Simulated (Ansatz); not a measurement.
# MnS (P1) in Ansatz: convergence with wavefunction cutoff

Aim: find how far wavefunction cutoff must go before the results for MnS settle, at PBEsol. This setting moves, with any that are tied to it; all else stays.

Everything below comes from runs of Ansatz 0.2.0. Logs are shortened: lines on timing, memory, paths and dates and some standing lists are left out, and cuts for length are marked.

**1. The cell of the first run**

The typed cell holds 2 atoms: a = 3.646 Å, b = 3.646 Å, c = 3.646 Å, α = 60.26°, β = 60.26°, γ = 60.26°.

The cell is a database's computed one.

The cell isn't the ideal one: atoms moved at random, drawn with an rms of 0.05 Å.

**2. With wavefunction cutoff 200 eV**

Contents of input.yaml:

```yaml
crystal:
  lattice:
    - [1.8299960138, 1.0565486912, 2.9709202777]
    - [-1.8299960138, 1.0565486912, 2.9709202777]
    - [0.0, -2.1130973823, 2.9709202777]
  atoms:
    - { symbol: Mn, position: [0.000443, 0.009201, 0.006308], spin: 4.0 }
    - { symbol: S, position: [0.506318, 0.488259, 0.49306] }
hamiltonian:
  xc: pbesol
  pseudopotentials: { kind: paw }
magnetization:
  spin_polarized: true
kpoints:
  mp_grid: { grid: [7, 7, 7] }
scf:
  occupations: { method: gaussian, width: 0.05 }
output:
  forces: true
  stress: true
  eigenvalues: true
basis:
  ecutwfc: "200 eV"
```

Potentials or basis: Ansatz PAW.

On the command line:

```bash
ansatz run input.yaml --threads 2 --pin off --max-ram 5632MiB --backend cpu --events-out ev --progress --plain --runs-dir out
```

The log of the run:

```text
Warning: basis.ecutwfc = 200 eV is below the records' recommended 420 eV, and the density's cutoff is lower with it unless basis.ecutrho_ratio is high enough to keep the records' density cutoff: compare with a run at a higher cutoff
Warning: RAYON_NUM_THREADS=2 ignored (pool sized by the plan → 2); use --threads N
Engine: ansatz 0.2.0, x86_64-unknown-linux-gnu
Pseudopotentials: kind: paw
Pseudopotential: Mn, paw, valence charge 15, recommended cutoff 420 eV (normal), Mn.paw.azcp
Pseudopotential: S, paw, valence charge 6, recommended cutoff 420 eV (normal), S.paw.azcp
Functional definition: PBEsol
  exchange = pbesol_x
  correlation = pbesol_c
Crystal: 2 atoms, lattice volume = 34.465 Å³
Basis set: ecut = 200 eV, 229 PW (Γ), exchange–correlation on 36×36×36 points (8 copies of the dense FFT grid, shifted against one another)
Bands: 17, of which v1, the nominal top of the filled ones, is band 11 counted from 1 (10 counted from 0)
Symmetry: 1 space group operations
Space group: P1 (ITA 1), of the structure as read, at distance tolerance 3.3e-5 Å
Magnetic group: BNS 1.1 (UNI 1), of the structure as read, at distance tolerance 3.3e-5 Å
k-points: 172 of 343 (time reversal used)
Non-local potential: Mn, projectors of the file, l = 0: 3, l = 1: 2, l = 2: 3, l = 3: 1
Non-local potential: S, projectors of the file, l = 0: 2, l = 1: 2, l = 2: 2
PAW form: soft (Blöchl's): semilocal exchange-correlation on the pseudo side does not see the compensation charge
PAW frozen core: Mn, regenerated for the run's functional, and the local potential with it (the file was generated under x = pbe(κ = 0.804, μ = 0.2195149727645171), c = pbe(β = 0.06672455060314922))
PAW frozen core: S, regenerated for the run's functional, and the local potential with it (the file was generated under x = pbe(κ = 0.804, μ = 0.2195149727645171), c = pbe(β = 0.06672455060314922))
PAW one-centre angular grid: Mn, 590 points (default); XC on 64 Gauss nodes
PAW one-centre angular grid: S, 110 points (default); XC on 64 Gauss nodes
Initial density: superposition of atomic densities (chi_scale 0.1, normalization cell, long waves kept (reshape's long-wave potential 0.00 eV rms))
Starting moments: Σ|m| = 4 μB on 1 of 2 sites
Initial wavefunctions: pseudopotential atomic-orbital guess
Functional: x = pbesol(κ = 0.804, μ = 0.12345679012345678), c = pbesol(β = 0.046)
iter 1 solved again at ethr=1.53e-3 eV; its pass at ethr=3.10e-3 eV (dr2=3.20e-1 eV) is discarded
SCF iter   1: F=—  HF=-4745.476392 eV  |F-HF|=—  |Δ(HF+E_count)|=         —  Δρ=4.30e-2 (↑4.19e-2 ↓4.30e-2)  dr2=3.21e-1  dr2_m=3.92e-1  M=4.720 μB ∫|m|=4.720 μB  β_m=0.30  ethr=1.53e-3  ⟨swp⟩=1.0  Hψ=34326  notcnv=0
Mixer restart at iter 1: flushing history
preconditioner: auto → none  [insulator: Δε(μ)=0.129 eV  Ē_g=9.476 eV  σ=0.050 eV  W_gap=0.54  n_scr=14 (ndim 8)  ℏωp=22.8 eV  f_vac=0.000  D(μ)=0.71/eV (n_scr^D=0)  ε∞_Penn≈6.8]
SCF iter   2: F=—  HF=-4745.359427 eV  |F-HF|=—  |Δ(HF+E_count)|=   1.17e-1  Δρ=3.76e-2 (↑3.76e-2 ↓2.58e-2)  dr2=2.68e-1  dr2_m=2.48e-1  M=4.731 μB ∫|m|=4.731 μB  β_m=0.65  ethr=1.53e-3  ⟨swp⟩=2.7  Hψ=10918  notcnv=0
SCF iter   3: F=—  HF=-4745.663930 eV  |F-HF|=—  |Δ(HF+E_count)|=         —  Δρ=2.50e-2 (↑2.50e-2 ↓9.28e-3)  dr2=3.28e-1  dr2_m=2.07e-2  M=4.728 μB ∫|m|=4.728 μB  β_m=0.65  ethr=1.27e-3  ⟨swp⟩=2.5  Hψ=10614  notcnv=0
Mixer restart at iter 3: flushing history
SCF iter   4: F=—  HF=-4745.641099 eV  |F-HF|=—  |Δ(HF+E_count)|=   2.28e-2  Δρ=2.27e-2 (↑2.27e-2 ↓1.00e-2)  dr2=2.99e-1  dr2_m=1.56e-2  M=4.766 μB ∫|m|=4.766 μB  β_m=0.49  ethr=1.27e-3  ⟨swp⟩=2.3  Hψ=13568  notcnv=0  defer=229
SCF iter   5: F=—  HF=-4745.549966 eV  |F-HF|=—  |Δ(HF+E_count)|=   9.11e-2  Δρ=1.83e-3 (↑1.83e-3 ↓9.64e-4)  dr2=4.94e-4  dr2_m=5.00e-4  M=4.766 μB ∫|m|=4.766 μB  β_m=0.72  ethr=1.27e-3  ⟨swp⟩=2.3  Hψ=11202  notcnv=0  defer=429
SCF iter   6: F=—  HF=-4745.551703 eV  |F-HF|=—  |Δ(HF+E_count)|=   1.74e-3  Δρ=7.08e-4 (↑7.08e-4 ↓2.95e-4)  dr2=1.53e-4  dr2_m=4.30e-5  M=4.766 μB ∫|m|=4.766 μB  β_m=0.82  ethr=2.35e-6  ⟨swp⟩=2.2  Hψ=8147  notcnv=0  defer=429
SCF iter   7: F=—  HF=-4745.551865 eV  |F-HF|=—  |Δ(HF+E_count)|=   1.62e-4  Δρ=5.74e-5 (↑5.74e-5 ↓4.79e-5)  dr2=1.18e-6  dr2_m=7.13e-7  M=4.767 μB ∫|m|=4.767 μB  β_m=0.86  ethr=7.29e-7  ⟨swp⟩=2.1  Hψ=7427  notcnv=0  defer=429
SCF iter   8: F=—  HF=-4745.551887 eV  |F-HF|=—  |Δ(HF+E_count)|=   2.21e-5  Δρ=2.33e-5 (↑2.33e-5 ↓1.14e-5)  dr2=2.10e-7  dr2_m=3.66e-8  M=4.767 μB ∫|m|=4.767 μB  β_m=0.86  ethr=5.60e-9  ⟨swp⟩=2.0  Hψ=8108  notcnv=0  defer=429
SCF iter   9: F=—  HF=-4745.551887 eV  |F-HF|=—  |Δ(HF+E_count)|=   3.55e-9  Δρ=1.89e-6 (↑6.87e-7 ↓1.89e-6)  dr2=1.05e-9  dr2_m=2.16e-10  M=4.767 μB ∫|m|=4.767 μB  β_m=0.91  ethr=1.00e-9  ⟨swp⟩=2.2  Hψ=8354  notcnv=0  defer=429
SCF iter  10: F=-4745.551887 eV  HF=-4745.551887 eV  |F-HF|=1.38e-10  |Δ(HF+E_count)|=  2.58e-10  Δρ=7.24e-7 (↑7.24e-7 ↓4.28e-7)  dr2=2.06e-10  dr2_m=7.09e-11  M=4.767 μB ∫|m|=4.767 μB  ethr=4.98e-12  ⟨swp⟩=2.7  Hψ=20152  notcnv=0
SCF 1 converged in 10 iterations: F = -4745.551887 eV  dr2 = 2.06e-10
SCF converged after 10 iterations
Magnetization: 4.7665 μB (12.8833 up, 8.1167 down)
Absolute magnetization: 4.7665 μB (∫|ρ↑−ρ↓|, with the PAW one-centre terms)
Spin contamination: 0.0261 ħ² per cell (⟨S²⟩ above its minimum at these occupations)
Per-site moments (μB) at R_I (Å): [(4.250013358152325, 1.0292973564125827), (0.15165343094113679, 1.0292973564125827)]
Free energy (F): -4745.551887 eV
Harris-Foulkes:  -4745.551887 eV  (|F-HF|=1.38e-10)
Internal energy: -4745.551003 eV  (E = F + TS)
E sigma→0 (E₀):  -4745.551445 eV
Entropy (-TS):   -0.000884 eV (-0.442 meV/atom)
Fermi energy:    10.385744 eV
--- Per-component energies (eV) ---
  E_band       = -306.449638
  E_kinetic    = 426.834690
  E_local      = -2434.076767  (includes V_loc(G=0)·N_el)
  E_nonlocal   = 291.084164
  E_hartree    = 997.416754
  E_xc         = -208.601861
  E_vxc        = -231.904621  (∫ρ·V_xc dr)
  E_paw        = -1878.021066  (= ΣΔE_a)
  E_vpaw       = -353.220707  (= ΣTr[D̂ρ^β])
  E_aug_tail   = 0.000479  (compensation charges beyond the density's cutoff)
  E_ewald      = -1940.418996
  E_core_change = 0.231600  (= ΣΔE_core)
  E_smearing   = -0.000884  (= −TS)
  E_closure    = 0.000000  (closes the sum)
  Σ components = -4745.551887   (vs F -4745.551887, Δ=0.00e0)
--- Forces (eV/Å), atoms counted from 1 ---
  atom   1  Mn     0.09455460     0.02616445    -0.15357480
  atom   2  S     -0.09455326    -0.02616465     0.15357031
  max |Σ_I F_I| component: 4.49e-6 eV/Å
--- Stress (GPa, compression-positive) ---
       -2.647963       0.159667      -0.182244
        0.159667      -2.756104      -0.082232
       -0.182244      -0.082232      -1.520180
  P = ⅓ Tr σ = -2.3081 GPa (-23.081 kbar)
--- Band table (eV; the first three rows and the last of 344) ---
  k-point 0 ↑: bands = ["-73.0500", "-41.5427", "-41.5310", "-41.5283", "-4.1655", "6.7838", "6.8039", "6.8384", "7.0167", "7.0871", "8.7386", "8.7452", "8.8002", "12.4308", "19.0797", "19.1032", "19.1272"]
  k-point 1 ↑: bands = ["-73.0341", "-41.4973", "-41.4840", "-41.4223", "-3.9298", "6.3688", "6.6572", "6.8035", "7.2119", "7.2286", "7.9757", "9.2648", "9.3255", "13.5273", "17.7183", "18.7823", "18.8241"]
  k-point 2 ↑: bands = ["-73.0416", "-41.4887", "-41.4747", "-41.4545", "-3.3698", "4.8421", "6.1172", "6.1655", "7.3933", "7.4130", "7.7854", "10.0785", "10.0933", "14.1393", "17.3000", "17.3500", "17.7711"]
  k-point 171 ↓: bands = ["-68.5882", "-37.1634", "-37.0999", "-37.0562", "-2.3895", "4.2946", "6.8082", "7.1680", "11.4905", "11.6075", "11.6711", "12.5705", "13.0209", "14.9443", "16.8098", "17.6803", "19.9498"]
```

Run time: 13 s. Hardware: 2 threads of Intel Xeon at 2.50GHz (Skylake/Cascade Lake), shared host; peak memory 0.38 GiB.

What came out:

| Property | Result |
| --- | --- |
| Free energy | -4745.5519 eV |
| Pressure | -2.3 GPa |
| Largest force | 0.182 eV/Å |
| Band gap on the k mesh | none (metal or under the smearing width) |
| Net moment | 4.77 μB per cell |
| Absolute moment | 4.77 μB per cell |
| Site moments | Mn +4.25; S +0.15 μB |

**3. With wavefunction cutoff 250 eV**

Edit input.yaml of step 2 so:

```diff
@@ -22,2 +22,2 @@
 basis:
-  ecutwfc: "200 eV"
+  ecutwfc: "250 eV"
```

Potentials or basis: Ansatz PAW.

On the command line:

```bash
ansatz run input.yaml --threads 2 --pin off --max-ram 5632MiB --backend cpu --events-out ev --progress --plain --runs-dir out
```

It took 14 s on 2 threads of Intel Xeon at 2.50GHz (Skylake/Cascade Lake), shared host; peak memory 0.41 GiB.

What came out:

```
Free energy            : -4753.0980 eV
Pressure               : -4.8 GPa
Largest force          : 0.335 eV/Å
Band gap on the k mesh : none (metal or under the smearing width)
Net moment             : 4.64 μB per cell
Absolute moment        : 4.64 μB per cell
Site moments           : Mn +4.10; S +0.14 μB
```

**4. With wavefunction cutoff 300 eV**

Edit input.yaml of step 3 so:

```diff
@@ -22,2 +22,2 @@
 basis:
-  ecutwfc: "250 eV"
+  ecutwfc: "300 eV"
```

On the command line:

```bash
ansatz run input.yaml --threads 2 --pin off --max-ram 5632MiB --backend cpu --events-out ev --progress --plain --runs-dir out
```

Run time: 18 s. Hardware: 2 threads of Intel Xeon at 2.50GHz (Skylake/Cascade Lake), shared host; peak memory 0.45 GiB.

Results:

```yaml
Free_energy: -4754.2885 eV
Pressure: -5.7 GPa
Largest_force: 0.293 eV/Å
Band_gap_on_the_k_mesh: none (metal or under the smearing width)
Net_moment: 4.63 μB per cell
Absolute_moment: 4.63 μB per cell
Site_moments: Mn +4.07; S +0.13 μB
```

**5. With wavefunction cutoff 350 eV**

Edit input.yaml of step 4 so:

```diff
@@ -22,2 +22,2 @@
 basis:
-  ecutwfc: "300 eV"
+  ecutwfc: "350 eV"
```

On the command line:

```bash
ansatz run input.yaml --threads 2 --pin off --max-ram 5632MiB --backend cpu --events-out ev --progress --plain --runs-dir out
```

Wall time 19 s (2 threads of Intel Xeon at 2.50GHz (Skylake/Cascade Lake), shared host); peak memory 0.48 GiB.

Results:

```
Free energy            : -4754.4258 eV
Pressure               : -5.9 GPa
Largest force          : 0.284 eV/Å
Band gap on the k mesh : none (metal or under the smearing width)
Net moment             : 4.62 μB per cell
Absolute moment        : 4.62 μB per cell
Site moments           : Mn +4.07; S +0.13 μB
```

**6. With wavefunction cutoff 400 eV**

Edit input.yaml of step 5 so:

```diff
@@ -22,2 +22,2 @@
 basis:
-  ecutwfc: "350 eV"
+  ecutwfc: "400 eV"
```

Potentials or basis: Ansatz PAW.

On the command line:

```bash
ansatz run input.yaml --threads 2 --pin off --max-ram 5632MiB --backend cpu --events-out ev --progress --plain --runs-dir out
```

Wall time 21 s (2 threads of Intel Xeon at 2.50GHz (Skylake/Cascade Lake), shared host); peak memory 0.5 GiB.

Results (log left out):

```
Free energy            : -4754.4352 eV
Pressure               : -5.9 GPa
Largest force          : 0.284 eV/Å
Band gap on the k mesh : none (metal or under the smearing width)
Net moment             : 4.62 μB per cell
Absolute moment        : 4.62 μB per cell
Site moments           : Mn +4.07; S +0.13 μB
```

**7. With wavefunction cutoff 450 eV**

Edit input.yaml of step 6 so:

```diff
@@ -22,2 +22,2 @@
 basis:
-  ecutwfc: "400 eV"
+  ecutwfc: "450 eV"
```

On the command line:

```bash
ansatz run input.yaml --threads 2 --pin off --max-ram 5632MiB --backend cpu --events-out ev --progress --plain --runs-dir out
```

Wall time 26 s (2 threads of Intel Xeon at 2.50GHz (Skylake/Cascade Lake), shared host); peak memory 0.54 GiB.

Results (log left out):

```yaml
Free_energy: -4754.4364 eV
Pressure: -5.9 GPa
Largest_force: 0.284 eV/Å
Band_gap_on_the_k_mesh: none (metal or under the smearing width)
Net_moment: 4.62 μB per cell
Absolute_moment: 4.62 μB per cell
Site_moments: Mn +4.07; S +0.13 μB
```

**8. With wavefunction cutoff 500 eV**

Edit input.yaml of step 7 so:

```diff
@@ -22,2 +22,2 @@
 basis:
-  ecutwfc: "450 eV"
+  ecutwfc: "500 eV"
```

On the command line:

```bash
ansatz run input.yaml --threads 2 --pin off --max-ram 5632MiB --backend cpu --events-out ev --progress --plain --runs-dir out
```

Wall time 26 s (2 threads of Intel Xeon at 2.50GHz (Skylake/Cascade Lake), shared host); peak memory 0.57 GiB.

Results (log left out):

| Property | Result |
| --- | --- |
| Free energy | -4754.4375 eV |
| Pressure | -5.9 GPa |
| Largest force | 0.284 eV/Å |
| Band gap on the k mesh | none (metal or under the smearing width) |
| Net moment | 4.62 μB per cell |
| Absolute moment | 4.62 μB per cell |
| Site moments | Mn +4.07; S +0.13 μB |

**9. With wavefunction cutoff 600 eV**

Edit input.yaml of step 8 so:

```diff
@@ -22,2 +22,2 @@
 basis:
-  ecutwfc: "500 eV"
+  ecutwfc: "600 eV"
```

Potentials or basis: Ansatz PAW.

On the command line:

```bash
ansatz run input.yaml --threads 2 --pin off --max-ram 5632MiB --backend cpu --events-out ev --progress --plain --runs-dir out
```

Wall time 36 s (2 threads of Intel Xeon at 2.50GHz (Skylake/Cascade Lake), shared host); peak memory 0.64 GiB.

It converged, with:

```
Free energy            : -4754.4386 eV
Pressure               : -5.9 GPa
Largest force          : 0.284 eV/Å
Band gap on the k mesh : none (metal or under the smearing width)
Net moment             : 4.62 μB per cell
Absolute moment        : 4.62 μB per cell
Site moments           : Mn +4.07; S +0.13 μB
```

**10. With wavefunction cutoff 800 eV**

Edit input.yaml of step 9 so:

```diff
@@ -22,2 +22,2 @@
 basis:
-  ecutwfc: "600 eV"
+  ecutwfc: "800 eV"
```

On the command line:

```bash
ansatz run input.yaml --threads 2 --pin off --max-ram 5632MiB --backend cpu --events-out ev --progress --plain --runs-dir out
```

It took 60 s on 2 threads of Intel Xeon at 2.50GHz (Skylake/Cascade Lake), shared host; peak memory 0.81 GiB.

Results (log left out):

```yaml
Free_energy: -4754.4394 eV
Pressure: -5.9 GPa
Largest_force: 0.284 eV/Å
Band_gap_on_the_k_mesh: none (metal or under the smearing width)
Net_moment: 4.62 μB per cell
Absolute_moment: 4.62 μB per cell
Site_moments: Mn +4.07; S +0.13 μB
```

**11. Summary**

| wavefunction cutoff | energy less the tightest run, at zero smearing (meV/atom) | pressure (GPa) | largest force (eV/Å) | absolute moment (μB) | SCF cycles | CPU time (s) | peak memory (GiB) |
| --- | --- | --- | --- | --- | --- | --- | --- |
| 200 eV | 4443.64 | -2.31 | 0.182 | 4.77 | 10 | 22 | 0.38 |
| 250 eV | 670.78 | -4.84 | 0.335 | 4.64 | 11 | 25 | 0.41 |
| 300 eV | 75.45 | -5.71 | 0.293 | 4.63 | 11 | 30 | 0.45 |
| 350 eV | 6.81 | -5.92 | 0.284 | 4.62 | 11 | 34 | 0.48 |
| 400 eV | 2.12 | -5.94 | 0.284 | 4.62 | 11 | 38 | 0.5 |
| 450 eV | 1.51 | -5.94 | 0.284 | 4.62 | 11 | 46 | 0.54 |
| 500 eV | 0.97 | -5.94 | 0.284 | 4.62 | 11 | 48 | 0.57 |
| 600 eV | 0.40 | -5.94 | 0.284 | 4.62 | 11 | 64 | 0.64 |
| 800 eV | 0.00 | -5.94 | 0.284 | 4.62 | 11 | 100 | 0.81 |

Against the tightest run, the energy stays within 1 meV/atom from 500 eV on; the pressure stays within 0.1 GPa from 350 eV on; the largest force stays within 0.005 eV/Å from 350 eV on; the absolute moment stays within 0.02 μB from 250 eV on. The tightest run that finished is the yardstick and may itself not be fully converged.

Caveats: a cell with one magnetic atom can't hold antiferromagnetic order, which such compounds often take; semilocal functionals often make such compounds metallic where correlation or magnetic order opens a gap, which also shifts bond lengths; the PAW data sets come from PBE, with cores solved anew for the run's functional, which leaves a small shift of forces and pressure.
